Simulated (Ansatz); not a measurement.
# Structure types of GePt compared at 23 GPa

Structure types of GePt are relaxed in primitive cells with their symmetry kept at 23 GPa, on PAW files; LAPW relaxes the small cells further and takes the PAW cell for the others (marked *). The enthalpy is E + pV at zero temperature, without zero-point motion. Only the types listed were tried, and differences under about 5 meV/atom are mesh noise. The real phase may be another.

All numbers are PBE results (scalar-relativistic) from Ansatz 0.2.0, with Fermi–Dirac smearing of 0.1 eV, no spin polarisation. Methods: LAPW: all electrons, basis error target 0.5 meV/atom; PAW: frozen-core files, cutoff 420 eV.

k meshes: rocksalt 14×14×14, CsCl 14×14×14, zincblende 12×12×12, anti NiAs 10×10×6, wurtzite 9×9×5.

Spin–orbit coupling is left out, which matters for the heavy atoms.

Problem. Which type is lowest in enthalpy, and by how much?

Solution. distorted anti NiAs, 36 meV/atom below CsCl. The whole table:

| start type | ends as | a, b, c (Å) | V (Å³/atom) | H − H(lowest), LAPW (meV/atom) | same, PAW |
| --- | --- | --- | --- | --- | --- |
| rocksalt | rocksalt, Fm-3m | 5.000, 5.000, 5.000 | 15.62 | 146.6 | 145.3 |
| CsCl | CsCl, Pm-3m | 3.067, 3.067, 3.067 | 14.42 | 36.4 | 35.9 |
| zincblende | zincblende, F-43m | 5.344, 5.344, 5.344 | 19.08 | 714.7 | 713.3 |
| anti NiAs* | distorted anti NiAs, P6_3/mmc | 2.872, 2.872, 8.080 | 14.43 | 0.0 | 0.0 |
| wurtzite* | distorted wurtzite, P6_3mc | 2.864, 2.864, 8.551 | 15.19 | 101.6 | 101.8 |

Problem. Split the lead of distorted anti NiAs over CsCl into energy and pV.

Solution. For CsCl less distorted anti NiAs: ΔE = +37.4 meV/atom, and p·ΔV = 23 GPa × -0.0067 Å³ × 6.242 meV/(GPa·Å³) = -1.0 meV/atom, together 36.4 meV/atom. distorted anti NiAs wins by its internal energy, though it is the less dense.
